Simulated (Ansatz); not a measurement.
Nb in Ansatz: the effect of functional

Crystal: Nb.

```xyz
1
Lattice="0.0000 2.0864 2.0864 2.0864 0.0000 2.0864 2.0864 2.0864 0.0000" Properties=species:S:1:pos:R:3 pbc="T T T"
Nb    0.0000    0.0000    0.0000
```

This isn't the form of Nb at room conditions, which is bcc.

The cell isn't the ideal one: volume scaled by 0.96.

Alike in all runs:

```yaml
Program: Ansatz 0.2.0
Task: single point
Potentials_or_basis: Ansatz PAW
k_mesh: 11 × 11 × 11
Occupations: fermi-dirac, width 0.05 eV
Spin: no spin polarisation
```

**Question.** One run gave: pressure -4.7 GPa. Which functional did it use?
A. r2SCAN
B. PBEsol
C. LDA

**Answer.** C.

| functional | cutoff | pressure (GPa) |
| --- | --- | --- |
| LDA | 420 eV (not typed: the program's choice for these potentials) | -4.7 |
| PBEsol | 420 eV (not typed: the program's choice for these potentials) | -0.8 |
| r2SCAN | 500 eV (not typed: the program's choice for these potentials) | 4.4 |

Caveats: the PAW data sets come from PBE, with cores solved anew for the run's functional, which leaves a small shift of forces and pressure.

Runs at the PBE level aren't shown here.
